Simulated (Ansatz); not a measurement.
**BaTe: two-dimensional strain map**

Computed with Ansatz 0.2.0, DFT PBEsol, scalar-relativistic, plane waves, PAW. Cutoff 420 eV, Γ-centred 8×8×8 k-points, Gaussian smearing of 0.05 eV. Spin–orbit coupling is left out, which matters for the heavy elements here. No spin polarisation. Energies are free energies at this smearing, counted from the undisturbed cell; pressure is positive in compression.

Zero of the scan (relaxed at this level):

```yaml
crystal:
  lattice:
    - [0.00000, 3.47140, 3.47140]
    - [3.47140, 0.00000, 3.47140]
    - [3.47140, 3.47140, 0.00000]
  atoms:
    - { symbol: Ba, position: [0.00000, 0.00000, 0.00000] }
    - { symbol: Te, position: [0.50000, 0.50000, 0.50000] }
```

The cell is strained by p along both x and y and by q along z, fractional coordinates fixed. Points are written (p, q).

Energy above the undisturbed cell in meV/atom (a dash: not computed):

| p \ q | -0.050 | -0.025 | 0.000 | 0.025 | 0.050 |
| --- | --- | --- | --- | --- | --- |
| -0.050 | 111.4 | 81.5 | 69.2 | 69.6 | 79.1 |
| -0.025 | 52.8 | 25.3 | – | – | – |
| 0.000 | – | – | 0.0 | – | – |

Pressure in GPa:

```
 p \ q  -0.050  -0.025  0.000  0.025  0.050
-0.050     6.9     5.5    4.4    3.6    2.9
-0.025     4.2     2.9      –      –      –
 0.000       –       –    0.0      –      –
```

Gap on the k-mesh in eV:

| p \ q | -0.050 | -0.025 | 0.000 | 0.025 | 0.050 |
| --- | --- | --- | --- | --- | --- |
| -0.050 | 1.07 | 1.10 | 1.14 | 1.18 | 1.22 |
| -0.025 | 1.13 | 1.28 | – | – | – |
| 0.000 | – | – | 1.46 | – | – |